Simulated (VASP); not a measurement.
# Mg (Pm-3m) in VASP: a series of runs

Runs on Mg. Level: PBEsol. Tasks: relaxation of cell and atoms, single point.

Program: VASP 6.6.1. These are calculated values, not measurements. Logs are shortened: lines on timing, memory, paths and dates and some standing lists are left out, and cuts for length are marked.

**1. Starting point**

Symmetry: Pm-3m, No. 221, cubic system. The conventional cell has a = 2.928 Å, b = 2.928 Å, c = 2.928 Å, α = 90.00°, β = 90.00°, γ = 90.00°. Mg (site symmetry m-3m) has 6 Mg at 2.93 Å as nearest neighbours.

The cell was built by a generator and needn't be a form met in nature.

**2. Relaxation of cell and atoms, PBEsol**

INCAR

```
SYSTEM = Mg
ALGO = Normal
EDIFF = 1E-7
EDIFFG = -0.01
ENCUT = 600
GGA = PS
IBRION = 2
ISIF = 3
ISMEAR = -1
LASPH = .TRUE.
LCHARG = .FALSE.
LREAL = .FALSE.
LWAVE = .FALSE.
NELM = 100
NSW = 80
PREC = Accurate
SIGMA = 0.1
```

KPOINTS

```
k-points
0
G
  11 11 11
  0 0 0
```

POSCAR

```
Mg
1.0
    2.9277513048      0.0000000000      0.0000000000
    0.0000000000      2.9277513048      0.0000000000
    0.0000000000      0.0000000000      2.9277513048
Mg
1
Direct
    0.0000000000      0.0000000000      0.0000000000
```

Potentials or basis: VASP PAW PBE potentials, release 64 (Mg).

The run is started by

```bash
cat potpaw_PBE.64/Mg/POTCAR > POTCAR
mpirun -np 1 vasp_std > vasp.out
```

OUTCAR:

```text
SYSTEM = Mg
   EDIFF = 1E-7
   EDIFFG = -0.01
   ENCUT = 600
   GGA = PS
   IBRION = 2
   ISIF = 3
   ISMEAR = -1
   LASPH = .TRUE.
   LREAL = .FALSE.
   NELM = 100
   NSW = 80
   PREC = Accurate

 ion  position               nearest neighbor table
   1  0.000  0.000  0.000-

  LATTYP: Found a simple cubic cell.
 ALAT       =     2.9277513048

  Lattice vectors:

 A1 = (   2.9277513048,   0.0000000000,   0.0000000000)
 A2 = (   0.0000000000,   2.9277513048,   0.0000000000)
 A3 = (   0.0000000000,   0.0000000000,   2.9277513048)

Analysis of symmetry for initial positions (statically):
=====================================================================
 Subroutine PRICEL returns:
 Original cell was already a primitive cell.

 Routine SETGRP: Setting up the symmetry group for a
 simple cubic supercell.

 Subroutine GETGRP returns: Found 48 space group operations
 (whereof 48 operations were pure point group operations)
 out of a pool of 48 trial point group operations.

The static configuration has the point symmetry O_h .

Analysis of symmetry for dynamics (positions and initial velocities):
=====================================================================
 Subroutine PRICEL returns:
 Original cell was already a primitive cell.

 Routine SETGRP: Setting up the symmetry group for a
 simple cubic supercell.

 Subroutine GETGRP returns: Found 48 space group operations
 (whereof 48 operations were pure point group operations)
 out of a pool of 48 trial point group operations.

The dynamic configuration has the point symmetry O_h .

 Subroutine INISYM returns: Found 48 space group operations
 (whereof 48 operations are pure point group operations),
 and found     1 'primitive' translations

----------------------------------------------------------------------------------------

                                     Primitive cell

  volume of cell :      25.0959

  direct lattice vectors                    reciprocal lattice vectors
     2.927751305  0.000000000  0.000000000     0.341559066  0.000000000  0.000000000
     0.000000000  2.927751305  0.000000000     0.000000000  0.341559066  0.000000000
     0.000000000  0.000000000  2.927751305     0.000000000  0.000000000  0.341559066

  length of vectors
     2.927751305  2.927751305  2.927751305     0.341559066  0.341559066  0.341559066

  position of ions in fractional coordinates (direct lattice)
     0.000000000  0.000000000  0.000000000

  ion indices of the primitive-cell ions
   primitive index   ion index
                 1           1

----------------------------------------------------------------------------------------

 KPOINTS: k-points

Automatic generation of k-mesh.
 Grid dimensions read from file:
 generate k-points for:   11   11   11

 Generating k-lattice:

  Cartesian coordinates                     Fractional coordinates (reciprocal lattice)
     0.031050824  0.000000000  0.000000000     0.090909091  0.000000000  0.000000000
     0.000000000  0.031050824  0.000000000     0.000000000  0.090909091  0.000000000
     0.000000000  0.000000000  0.031050824     0.000000000  0.000000000  0.090909091

  Length of vectors
     0.031050824  0.031050824  0.031050824

  Shift w.r.t. Gamma in fractional coordinates (k-lattice)
     0.000000000  0.000000000  0.000000000

 Subroutine IBZKPT returns following result:
 ===========================================

 Found     56 irreducible k-points:

 Following reciprocal coordinates:
            Coordinates               Weight
  0.000000  0.000000  0.000000      1.000000
  0.090909  0.000000  0.000000      6.000000
  0.181818  0.000000  0.000000      6.000000
  0.272727  0.000000  0.000000      6.000000
  0.363636  0.000000  0.000000      6.000000
  0.454545  0.000000  0.000000      6.000000
[... 16 lines left out ...]
  0.181818  0.090909  0.090909     24.000000
  0.272727  0.090909  0.090909     24.000000
 [... further k-points ...]
   k-points           NKPTS =     56   k-points in BZ     NKDIM =     56   number of bands    NBANDS=      5
   number of dos      NEDOS =    301   number of ions     NIONS =      1
   total plane-waves  NPLWV =  13824
   dimension x,y,z NGX =    24 NGY =   24 NGZ =   24
   dimension x,y,z NGXF=    48 NGYF=   48 NGZF=   48
   ions per type =               1
   NGX,Y,Z   is equivalent  to a cutoff of  13.63, 13.63, 13.63 a.u.
   NGXF,Y,Z  is equivalent  to a cutoff of  27.26, 27.26, 27.26 a.u.
 SYSTEM =  Mg
   PREC   = accura    normal or accurate (medium, high low for compatibility)
   ISTART =      0    job   : 0-new  1-cont  2-samecut
   ICHARG =      2    charge: 1-file 2-atom 10-const
   ISPIN  =      1    spin polarized calculation?
   LNONCOLLINEAR =      F non collinear calculations
   LSORBIT =      F    spin-orbit coupling
   LASPH  =      T    aspherical Exc in radial PAW
   ENCUT  =  600.0 eV  44.10 Ry    6.64 a.u.   5.85  5.85  5.85*2*pi/ulx,y,z
   NELM   =    100;   NELMIN=  2; NELMDL= -5     # of ELM steps
   EDIFF  = 0.1E-06   stopping-criterion for ELM
   LREAL  =      F    real-space projection
   EDIFFG = -.1E-01   stopping-criterion for IOM
   NSW    =     80    number of steps for IOM
   IBRION =      2    ionic relax: 0-MD 1-quasi-New 2-CG
   NFREE  =      1    steps in history (QN), initial steepest desc. (CG)
   ISIF   =      3    stress and relaxation
   ISYM   =      2    0-nonsym 1-usesym 2-fastsym
   POTIM  = 0.5000    time-step for ionic-motion
   TEBEG  =    0.0;   TEEND  =   0.0 temperature during run
   PSTRESS=    0.0 pullay stress
   NELECT =       2.0000    total number of electrons
   NUPDOWN=      -1.0000    fix difference up-down
   EMIN   =  10.00;   EMAX   =-10.00  energy-range for DOS
   EFERMI =   0.00;   METHOD = LEGACY
   ISMEAR =    -1;   SIGMA  =   0.10  broadening in eV -4-tet -1-fermi 0-gaus
   EFERMI_NEDOS =   21; number of points for ismear=-14 and -15
   IALGO  =     38    algorithm
   IMIX   =      4    mixing-type and parameters
     AMIX     =   0.40;   BMIX     =  1.00
     AMIX_MAG =   1.60;   BMIX_MAG =  1.00
  volume/ion in A,a.u.               =      25.10       169.36
  Fermi-wavevector in a.u.,A,eV,Ry     =   0.704505  1.331321  6.752940  0.496327
  Thomas-Fermi vector in A             =   1.789764
   LORBIT       =      0    0 simple, 1 ext, 2 COOP (PROOUT), +10 PAW based schemes
   GGA     = PS    functional components
   LHFCALC =     F    Hartree Fock is set to
   AEXX    =    0.0000 exact exchange contribution
   IVDW    =     0    specifies the selected vdW correction
   LEPSILON=     F    determine dielectric tensor
   LRPA    =     F    only Hartree local field effects (RPA)
 conjugate gradient relaxation of ions
 non-spin polarized calculation
  energy-cutoff  :      600.00
  volume of cell :       25.10
 maximum number of plane-waves:       855
 NGX is ok and might be reduce to    24
   NGX = 11   NGY = 11   NGZ = 11

--------------------------------------- Ionic step        1  -------------------------------------------

 number of electron       2.0000000 magnetization

 Free energy of the ion-electron system (eV)
  ---------------------------------------------------
  ext. energy  EPLUGINS =         0.00000000
  ---------------------------------------------------
  free energy    TOTEN  =        -1.33068724 eV

  energy without entropy =       -1.31846290  energy(sigma->0) =       -1.32457507

------------------------ aborting loop because EDIFF is reached ----------------------------------------

  FORCE on cell =-STRESS in cart. coord.  units (eV):
  Direction    XX          YY          ZZ          XY          YZ          ZX
  --------------------------------------------------------------------------------------
  -------------------------------------------------------------------------------------
  Total        0.2972403      0.2972403      0.2972403     -0.0000000      0.0000000     -0.0000000
  in kB       18.9764816     18.9764816     18.9764816     -0.0000000      0.0000000     -0.0000000
  external PRESSURE =      18.9764816 kB  Pullay stress =       0.0000000 kB
[... 55 lines left out ...]
  energy  without entropy=       -1.3267149157  energy(sigma->0) =       -1.33298527

--------------------------------------- Ionic step        3  -------------------------------------------

 number of electron       2.0000000 magnetization

 Free energy of the ion-electron system (eV)
  ---------------------------------------------------
  ext. energy  EPLUGINS =         0.00000000
  ---------------------------------------------------
  free energy    TOTEN  =        -1.34059197 eV

  energy without entropy =       -1.32784201  energy(sigma->0) =       -1.33421699

 E-fermi :   1.7239     XC(G=0):  -8.0223

 val. band max:        1.6785748701   @ k =   0.4545   0.2727   0.0909
 cond. band min:       1.9245308592   @ k =   0.3636   0.3636   0.3636
 fundamental gap:      0.2459559890
 Fermi energy:         1.7238668126

 k-point     1 :       0.0000    0.0000    0.0000
  band No.  band energies     occupation
      1      -4.5033      2.00000
      2       9.9412      0.00000
      3       9.9412      0.00000
      4      11.3830      0.00000
      5      11.3830      0.00000

 k-point     2 :       0.0909    0.0000    0.0000
  band No.  band energies     occupation
      1      -4.3652      2.00000
      2       8.2874      0.00000
      3      10.0626      0.00000
      4      11.4981      0.00000
      5      11.4981      0.00000
[... 169 lines left out ...]
 k-point    24 :       0.2727    0.0909    0.0909
  band No.  band energies     occupation
      1      -2.9937      2.00000
      2       4.2223      0.00000
      3       9.1455      0.00000
      4      10.8939      0.00000
      5      14.5628      0.00000

 [... further k-points ...]

------------------------ aborting loop because EDIFF is reached ----------------------------------------

  FORCE on cell =-STRESS in cart. coord.  units (eV):
  Direction    XX          YY          ZZ          XY          YZ          ZX
  --------------------------------------------------------------------------------------
  -------------------------------------------------------------------------------------
  Total       -0.0084978     -0.0084978     -0.0084978      0.0000000     -0.0000000      0.0000000
  in kB       -0.5056457     -0.5056457     -0.5056457      0.0000000     -0.0000000      0.0000000
  external PRESSURE =      -0.5056457 kB  Pullay stress =       0.0000000 kB
[... 16 lines left out ...]
  FREE ENERGIE OF THE ION-ELECTRON SYSTEM (eV)
  ---------------------------------------------------
  free  energy   TOTEN  =        -1.3405919684 eV

  energy  without entropy=       -1.3278420091  energy(sigma->0) =       -1.33421699

 reached required accuracy - stopping structural energy minimisation
```

It took 7.9 s on 1 thread of Intel Xeon Platinum 8488C (Sapphire Rapids), shared host; peak memory 0.14 GiB.

Results:

* Free energy: -1.3406 eV
* Relaxed volume: 26.93 Å³/atom
* Relaxed cell: a = 2.997 Å, b = 2.997 Å, c = 2.997 Å, α = 90.00°, β = 90.00°, γ = 90.00°
* Space group after relaxing (to 0.05 Å): Pm-3m (No. 221)
* Energy gained by relaxing: 9.9 meV/atom
* Ionic steps: 3
* Pressure after relaxing: -0.1 GPa
* Band gap on the k mesh: none (metal or under the smearing width)

Step by step:
```
step  energy change (eV)  largest force (eV/Å)  pressure (GPa)  volume (Å³)
   1              0.0000                0.0000            1.90        25.10
   2             -0.0086                0.0000            0.65        26.19
   3             -0.0099                0.0000           -0.05        26.93
```

Final structure:
```
Mg
1.0
     2.99725    0.00000    0.00000
     0.00000    2.99725    0.00000
     0.00000    0.00000    2.99725
Mg
1
Direct
  0.00000 0.00000 0.00000
```

Levels at points of the mesh, in eV from the Fermi level:
| k point | band 1 | band 2 | band 3 | band 4 | band 5 |
| --- | --- | --- | --- | --- | --- |
| (0.00, 0.00, 0.00) | -6.23 | 8.22 | 8.22 | 9.66 | 9.66 |

Caveat: the PAW data sets were made with another functional, which shifts forces and pressure a little.

(Part 1 of 2 ends here.)
